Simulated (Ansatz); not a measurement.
# Au(111) with 4 layers of random Au-Ir, 2x2: scattering by chemical disorder, part 2 of 2

Wanted: resistance against the alloy's length, first Au(111) with 4 layers of random Au-Ir, 2x2.

Ansatz 0.2.0; Ansatz plane-wave DFT, PBE, PAW files; ballistic transport by layer matching (Landauer), zero bias; PAW set soft_1.

So far. Step 3 (With 8 alloy layers): Over the solved energies the transmission per spin lies between 1.15 and 1.16, out of 3.20 channels of the lead on average (up to 3.21).

## 4. With 12 alloy layers

In 12 layers a share of 0.75 of the sites is given to Ir at random. A fresh draw is used; the growth of the resistance with length is what counts.

System of this step: Au(111) with 12 layers of random Au-Ir, 2x2. The cell holds 72 atoms: 36 Au and 36 Ir. Its edges and angles: a = 5.768 Å, b = 5.768 Å, c = 42.382 Å, α = 90.0°, β = 90.0°, γ = 120.0°. It derives from Au. Regions: lead, 24 atoms (24 Au); scattering region, 48 atoms (36 Ir and 12 Au). The structure is stacked along c, and the current runs across the ab planes.

Contents of input.yaml:

```yaml
crystal:
  lattice:
    - [5.7675164607, 0.0, 0.0]
    - [-2.8837582304, 4.9948157718, 0.0]
    - [0.0, 0.0, 42.3824172358]
  atoms:
    - { symbol: Au, position: [0.0, 0.0, 0.0277777778] }
    - { symbol: Au, position: [0.0, 0.5, 0.0277777778] }
    - { symbol: Au, position: [0.5, 0.0, 0.0277777778] }
    - { symbol: Au, position: [0.5, 0.5, 0.0277777778] }
    - { symbol: Au, position: [0.1666666667, 0.3333333333, 0.0833333333] }
    - { symbol: Au, position: [0.1666666667, 0.8333333333, 0.0833333333] }
    - { symbol: Au, position: [0.6666666667, 0.3333333333, 0.0833333333] }
    - { symbol: Au, position: [0.6666666667, 0.8333333333, 0.0833333333] }
    - { symbol: Au, position: [0.3333333333, 0.1666666667, 0.1388888889] }
    - { symbol: Au, position: [0.3333333333, 0.6666666667, 0.1388888889] }
    - { symbol: Au, position: [0.8333333333, 0.1666666667, 0.1388888889] }
    - { symbol: Au, position: [0.8333333333, 0.6666666667, 0.1388888889] }
    - { symbol: Ir, position: [0.0, 0.0, 0.1944444444] }
    - { symbol: Ir, position: [0.0, 0.5, 0.1944444444] }
    - { symbol: Ir, position: [0.5, 0.0, 0.1944444444] }
    - { symbol: Ir, position: [0.5, 0.5, 0.1944444444] }
    - { symbol: Ir, position: [0.1666666667, 0.3333333333, 0.25] }
    - { symbol: Ir, position: [0.1666666667, 0.8333333333, 0.25] }
    - { symbol: Au, position: [0.6666666667, 0.3333333333, 0.25] }
    - { symbol: Ir, position: [0.6666666667, 0.8333333333, 0.25] }
    - { symbol: Ir, position: [0.3333333333, 0.1666666667, 0.3055555556] }
    - { symbol: Ir, position: [0.3333333333, 0.6666666667, 0.3055555556] }
    - { symbol: Ir, position: [0.8333333333, 0.1666666667, 0.3055555556] }
    - { symbol: Ir, position: [0.8333333333, 0.6666666667, 0.3055555556] }
    - { symbol: Ir, position: [0.0, 0.0, 0.3611111111] }
    - { symbol: Au, position: [0.0, 0.5, 0.3611111111] }
    - { symbol: Ir, position: [0.5, 0.0, 0.3611111111] }
    - { symbol: Ir, position: [0.5, 0.5, 0.3611111111] }
    - { symbol: Ir, position: [0.1666666667, 0.3333333333, 0.4166666667] }
    - { symbol: Ir, position: [0.1666666667, 0.8333333333, 0.4166666667] }
    - { symbol: Ir, position: [0.6666666667, 0.3333333333, 0.4166666667] }
    - { symbol: Ir, position: [0.6666666667, 0.8333333333, 0.4166666667] }
    - { symbol: Ir, position: [0.3333333333, 0.1666666667, 0.4722222222] }
    - { symbol: Ir, position: [0.3333333333, 0.6666666667, 0.4722222222] }
    - { symbol: Ir, position: [0.8333333333, 0.1666666667, 0.4722222222] }
    - { symbol: Au, position: [0.8333333333, 0.6666666667, 0.4722222222] }
    - { symbol: Au, position: [0.0, 0.0, 0.5277777778] }
    - { symbol: Ir, position: [0.0, 0.5, 0.5277777778] }
    - { symbol: Au, position: [0.5, 0.0, 0.5277777778] }
    - { symbol: Au, position: [0.5, 0.5, 0.5277777778] }
    - { symbol: Ir, position: [0.1666666667, 0.3333333333, 0.5833333333] }
    - { symbol: Ir, position: [0.1666666667, 0.8333333333, 0.5833333333] }
    - { symbol: Ir, position: [0.6666666667, 0.3333333333, 0.5833333333] }
    - { symbol: Ir, position: [0.6666666667, 0.8333333333, 0.5833333333] }
    - { symbol: Ir, position: [0.3333333333, 0.1666666667, 0.6388888889] }
    - { symbol: Ir, position: [0.3333333333, 0.6666666667, 0.6388888889] }
    - { symbol: Ir, position: [0.8333333333, 0.1666666667, 0.6388888889] }
    - { symbol: Ir, position: [0.8333333333, 0.6666666667, 0.6388888889] }
    - { symbol: Au, position: [0.0, 0.0, 0.6944444444] }
    - { symbol: Au, position: [0.0, 0.5, 0.6944444444] }
    - { symbol: Ir, position: [0.5, 0.0, 0.6944444444] }
    - { symbol: Au, position: [0.5, 0.5, 0.6944444444] }
    - { symbol: Ir, position: [0.1666666667, 0.3333333333, 0.75] }
    - { symbol: Au, position: [0.1666666667, 0.8333333333, 0.75] }
    - { symbol: Ir, position: [0.6666666667, 0.3333333333, 0.75] }
    - { symbol: Ir, position: [0.6666666667, 0.8333333333, 0.75] }
    - { symbol: Au, position: [0.3333333333, 0.1666666667, 0.8055555556] }
    - { symbol: Ir, position: [0.3333333333, 0.6666666667, 0.8055555556] }
    - { symbol: Au, position: [0.8333333333, 0.1666666667, 0.8055555556] }
    - { symbol: Ir, position: [0.8333333333, 0.6666666667, 0.8055555556] }
    - { symbol: Au, position: [0.0, 0.0, 0.8611111111] }
    - { symbol: Au, position: [0.0, 0.5, 0.8611111111] }
    - { symbol: Au, position: [0.5, 0.0, 0.8611111111] }
    - { symbol: Au, position: [0.5, 0.5, 0.8611111111] }
    - { symbol: Au, position: [0.1666666667, 0.3333333333, 0.9166666667] }
    - { symbol: Au, position: [0.1666666667, 0.8333333333, 0.9166666667] }
    - { symbol: Au, position: [0.6666666667, 0.3333333333, 0.9166666667] }
    - { symbol: Au, position: [0.6666666667, 0.8333333333, 0.9166666667] }
    - { symbol: Au, position: [0.3333333333, 0.1666666667, 0.9722222222] }
    - { symbol: Au, position: [0.3333333333, 0.6666666667, 0.9722222222] }
    - { symbol: Au, position: [0.8333333333, 0.1666666667, 0.9722222222] }
    - { symbol: Au, position: [0.8333333333, 0.6666666667, 0.9722222222] }
kpoints:
  mp_grid: { grid: [5, 5, 1] }
hamiltonian:
  xc: pbe
  pseudopotentials: { kind: paw, azcp: { folder: soft_1 } }
scf:
  occupations: { method: fermi_dirac, width: 0.1 }
output:
  transmission:
    leads: [[0, 4]]
    kmesh: [10, 10]
    e_range: [-0.05, 0.05]
    de: 0.05
  write_potential: true
  write_density: true
  volumetric_format: npy
```

On the command line:

```sh
$ ansatz run input.yaml --threads 4 --pin off --max-ram 15360MiB --backend cpu --events-out ev --progress --plain --runs-dir out
```

Numbers of over 12 decimals in the logs are rounded to 6 here.

Log:

```text
[...]
Crystal: 72 atoms, lattice volume = 1220.939 Å³
Basis set: ecut = 420 eV, 23937 PW (Γ)
Bands: 778, of which v1, the nominal top of the filled ones, is band 648 counted from 1 (647 counted from 0)
Symmetry: 1 space group operations
[...]
k-points: 13 of 25 (time reversal used)
[...]
SCF iter   1: F=—  HF=-903348.512628 eV  |F-HF|=—  |Δ(HF+E_count)|=         —  Δρ=2.61e-1  dr2=2.18e4  ethr=3.10e-3  ⟨swp⟩=4.3  Hψ=29989  notcnv=0  defer=461
[...]
SCF iter  15: F=-903148.061699 eV  HF=-903148.061699 eV  |F-HF|=6.55e-8  |Δ(HF+E_count)|=   1.43e-8  Δρ=5.93e-7  dr2=6.80e-8  ethr=7.72e-12  ⟨swp⟩=9.8  Hψ=35312  notcnv=0
SCF 1 converged in 15 iterations: F = -903148.061699 eV  dr2 = 6.80e-8
[...]
transmission: 354 of 3536 steps passed
transmission: 710 of 3536 steps passed
[...]
transmission: 3536 of 3536 steps passed
SCF converged after 15 iterations
Free energy (F): -903148.061699 eV
[...]
Internal energy: -903145.547080 eV  (E = F + TS)
E sigma→0 (E₀):  -903146.804390 eV
Entropy (-TS):   -2.514620 eV (-34.925 meV/atom)
Fermi energy:    20.456186 eV
[...]
--- Band table (eV; the first three rows and the last of 13) ---
  k-point 0: bands = [... 644 lower, 20.8199, 20.8344, 20.8627, 20.9052, 20.9263, 20.9460, 20.9765, 21.0046, ... 126 higher]
  k-point 1: bands = [... 644 lower, 20.5789, 20.5911, 20.6216, 20.6290, 20.6456, 20.6646, 20.6786, 20.7089, ... 126 higher]
  k-point 2: bands = [... 644 lower, 20.2471, 20.2610, 20.2678, 20.3241, 20.3553, 20.3709, 20.4017, 20.4395, ... 126 higher]
  k-point 12: bands = [... 644 lower, 20.2789, 20.3324, 20.3547, 20.3787, 20.3958, 20.4331, 20.4542, 20.4900, ... 126 higher]
--- Transmission ---
  basis      : 253 plane waves across, 68 finite elements along
  points     : 52, standing for a mesh of 10 x 10
[...]
channels       : 3.170000e0 a spin
[...]
junction   : crystal 0 to crystal 0, 0.70 to 40.73 Å
    transmission   : 1.138529e0 a spin
[...]
```

The job ended after 32 min (4 threads of Arm Neoverse V2, shared host; peak memory 9.4 GiB).

Numbers from this step:

* free energy: -903148.0617 eV
* energy at zero smearing: -903146.8044 eV
* Fermi energy: 20.46 eV
* transmission per spin nearest the Fermi level: 1.139
* open channels per spin nearest the Fermi level: 3.17
* step of the lead's potential: 14 meV

Per spin. The transmission, zone mean by energy, zero at the Fermi level:

| energy (eV) | transmission, zone mean |
| --- | --- |
| -0.0500 | 1.17 |
| 0.0000 | 1.14 |
| 0.0500 | 1.16 |

Over the solved energies the transmission per spin lies between 1.14 and 1.17, out of 3.20 channels of the lead on average (up to 3.21).

## 5. The fit

This step: Ansatz plane-wave DFT, PBE, PAW files; ballistic transport by layer matching (Landauer), zero bias; residual resistivity from the slope of the area resistance, atoms on the host's lattice; PAW set soft_1 (Ansatz 0.2.0).

This step gave:

| Item | Value |
| --- | --- |
| resistivity | 43.68 µΩ cm |
| intercept | 0.9532 fΩ m² |
| scatter about the fit | 0.1989 fΩ m² |

Resistance, by row:

| run | length (Å) | T | channels N | RA (fΩ m²) |
| --- | --- | --- | --- | --- |
| n4 | 9.418 | 1.561 | 3.21 | 1.224 |
| n8 | 18.84 | 1.155 | 3.203 | 2.057 |
| n12 | 28.25 | 1.158 | 3.197 | 2.047 |

The area resistance by length of the alloy:

| length of the alloy (Å) | area resistance (fΩ m²) |
| --- | --- |
| 9.42 | 1.22 |
| 18.84 | 2.06 |
| 28.25 | 2.05 |

The area resistance goes from 1.2 to 2.0 fΩ m² between 9.4 and 28.3 Å, a slope of 44 µΩ cm.

By hand from the end points: (2.047 − 1.224) fΩ m² / (28.25 − 9.42) Å = 44 µΩ cm, since 1 fΩ m² per Å is 1000 µΩ cm.

## 6. Results

```yaml
resistivity_from_the_slope: 43.7 µΩ cm
area_resistance_over_9p42_a: 1.22 fΩ m²
area_resistance_over_18p8_a: 2.06 fΩ m²
area_resistance_over_28p3_a: 2.05 fΩ m²
```

In words: The slope gives 44 µΩ cm. The points scatter by 0.20 fΩ m² about the line, with one random draw a length in a 2x2 cell, so the slope is a rough value. Read with a model of isotropic scattering on a spherical Fermi surface and the lead's 0.86×10¹⁵ S/m², this slope means a mean free path near 20 Å (a rough figure, since the alloy's own channel count differs); over these lengths the model's slope is within 3 % of its bulk resistivity. The atoms sit on the host's lattice, so scattering by size misfit is left out. Spin-orbit coupling is left out, which matters for Au and Ir.

[Logs are printed without paths, hosts, clocks, repeated set-up lines and the standing remarks that a program may print on its own settings, such as how far it seeks lower states.]

[Hosts, paths, dates, database ids (printed as entryN), source tags and the programs' standing remarks are cut or masked in the printed files.]
